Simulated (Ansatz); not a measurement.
Convergence study of the k-point mesh for SrF2 (I4mm, 3 atoms in the cell)

```
CELL_PARAMETERS angstrom
      0.00000     2.88550     2.88550
      2.88550     0.00000     2.88550
      2.88550     2.88550     0.00000
ATOMIC_POSITIONS crystal
  Sr 0.00866 0.00866 0.99134
  F  0.25000 0.25000 0.25000
  F  0.75000 0.75000 0.75000
```

Level of theory: PBE (plane waves, PAW; Ansatz, a first-principles code).

Base settings: basis.ecutwfc = 420 eV; kpoints.mp_grid.grid = 7 7 7; hamiltonian.xc = pbe; hamiltonian.pseudopotentials = {kind: paw} (the program's default PAW files); scf.occupations.method = fermi_dirac; scf.occupations.width = 0.02 eV.

The second cell is the first with its lattice scaled by 0.98.

Only quantities that move along the ladder and can be compared are tabulated.

The count of work is k-points × plane waves × bands × iterations; it is no time. 

The starting cell has typed, rounded lattice constants, without a prior relaxation at this level. Its lattice was rescaled by up to half a per cent. One atom was moved a little off its site on purpose. In the base run, with a pressure of about 3 GPa the cell is away from its equilibrium volume at this level. Ansatz's pressure includes its estimate of the finite-basis (Pulay) stress.

```csv
kpoints.mp_grid.grid,free energy less the last step's (meV/atom),energy of the compressed cell less the first (meV/atom),pressure (GPa),largest difference of a force vector from the last step's (eV/Å),gap on the mesh (eV),count of work / last
2 2 2,14.79,37.97,3.75,0.008,7.005,0.0047
3 3 3,0.04,34.85,3.28,0.000,7.130,0.0071
4 4 4,0.08,34.17,3.26,0.000,7.024,0.015
5 5 5,0.01,34.40,3.26,0.000,7.073,0.021
6 6 6,-0.03,34.53,3.27,0.000,7.024,0.035
7 7 7,-0.04,34.50,3.27,0.000,7.048,0.055
8 8 8,0.00,34.40,3.27,0.000,7.024,0.081
9 9 9,-0.05,34.57,3.27,0.000,7.038,0.10
10 10 10,-0.03,34.49,3.27,0.000,7.024,0.14
12 12 12,0.00,34.46,3.27,0.000,7.024,0.22
13 13 13,-0.03,34.49,3.27,0.000,7.031,0.27
14 14 14,-0.03,34.50,3.27,0.000,7.024,0.34
16 16 16,0.01,34.47,3.27,0.000,7.024,0.48
17 17 17,0.00,34.47,3.27,0.000,7.028,0.56
19 19 19,-0.01,34.49,3.27,0.000,7.027,0.76
21 21 21,0.00,34.46,3.27,0.000,7.026,1.0
```

Coarsest kpoints.mp_grid.grid that holds the energy of the compressed cell less the first within 0.2 meV/atom of the last step, with all finer ones: 5 5 5, at 0.021 of the last step's count of work; the step before is off by 0.29 meV/atom.

Coarsest kpoints.mp_grid.grid that holds the pressure within 0.1 GPa of the last step, with all finer ones: 3 3 3, at 0.0071 of the last step's count of work; the step before is off by 0.48 GPa.

The gap on the mesh jumps up and down from mesh to mesh; it is no smooth measure of convergence.

Keys are those of Ansatz 0.2.
